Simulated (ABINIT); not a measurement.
## InP: equation of state with RPBE+D3

**Measured values to compare with.**

A printed reference work, data compilation reports, for a bulk crystal of InP: bulk modulus 71 GPa.

InP:

```
CELL_PARAMETERS angstrom
0.00000 2.93050 2.93050
2.93050 0.00000 2.93050
2.93050 2.93050 0.00000
ATOMIC_POSITIONS crystal
In 0.00000 0.00000 0.00000
P 0.75000 0.75000 0.75000
```

```yaml
Program: ABINIT 10.8.3 (patched build)
Task: equation of state
Functional: RPBE
Dispersion: D3
Potentials_or_basis: JTH PAW PBE v2.0
Cutoff: 599 eV
k_mesh: 8 × 8 × 8
Occupations: fermi-dirac, width 0.05 eV
Spin: no spin polarisation
```

The equilibrium volume is 26.28 Å³/atom. The bulk modulus is 60 GPa. The pressure derivative of the bulk modulus is 4.4.

Energy against volume, from the lowest point:
```tsv
volume (Å³/atom)	energy (meV/atom)
23.657	58.88
24.160	37.00
24.663	20.66
25.167	9.40
25.670	2.67
26.173	0.00
26.677	1.01
```

It took 2.4 min on 1 thread of Arm Neoverse V2 (shared host), peak memory 0.12 GiB.

Against the measured bulk modulus of InP, 71 GPa (a printed reference work, data compilation), the calculated 60 GPa is off by -15.9 %. The fit is for a static lattice scaled at fixed shape and fixed fractional positions.

Caveat: pressures at fixed basis lie under the slope of the energies; the log and the count of SCF iterations are those of the last ABINIT call alone; the PAW data sets were made with another functional, which shifts forces and pressure a little.
